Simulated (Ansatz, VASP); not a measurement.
## Pd in VASP and in Ansatz

```
Pd
1.0
     0.00000    1.94650    1.94650
     1.94650    0.00000    1.94650
     1.94650    1.94650    0.00000
Pd
1
Cartesian
  0.0000 0.0000 0.0000
```

Alike in both runs: functional LDA; k mesh 12 × 12 × 12; occupations fermi-dirac, width 0.05 eV; no spin polarisation.

|  | VASP | Ansatz |
| --- | --- | --- |
| version | VASP 6.6.1 | Ansatz 0.2.0 |
| potentials or method | VASP PAW LDA potentials, release 64 (Pd), cutoff 520 eV | all-electron LAPW, scalar-relativistic |
| task | single point | band structure |

Ansatz gave:

* gap on the k mesh at the Fermi level (eV): none
* pressure (GPa): -8.7

Estimate VASP's values.

gap on the k mesh at the Fermi level (eV): none; pressure (GPa): -8.4.

A gap of «none» marks a metal or a gap that the smearing closes. Ansatz ran all-electron here, so the differences hold the error of VASP's frozen core and of both bases.
